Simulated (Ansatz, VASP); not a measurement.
## One calculation of HfB2, two programs

```
Hf B
1.0
     3.16493    0.00000    0.00000
    -1.58247    2.74091    0.00000
     0.00000    0.00000    3.50038
Hf B
1 2
Direct
  0.00000 0.00000 0.00000
  0.33333 0.66667 0.50000
  0.66667 0.33333 0.50000
```

Alike in both runs: functional PBEsol; k mesh 12 × 12 × 10; occupations gaussian, width 0.05 eV; no spin polarisation.

Ansatz relaxed the structure, and its values are those at the end. VASP's run is a single point on that final structure, the one shown.

```csv
,VASP,Ansatz
version,VASP 6.6.1,Ansatz 0.2.0
potentials or method,"VASP PAW PBE potentials, release 64 (Hf_pv, B)","scalar-relativistic, plane waves, PAW"
plane-wave cutoff (eV),520,420
valence electrons in the cell,16,32
```

```tsv
	VASP	Ansatz	Ansatz less VASP
pressure (GPa)	-9.7	-9.5	+0.18
```

With one functional, cell and mesh, what is left measures potentials, basis and numerics. The two sets of potentials don't hold the same shells in valence.

Caveats: the PAW data sets were made with another functional, which shifts forces and pressure a little (VASP). The runs have no spin-orbit coupling, so splittings on Hf are missing.
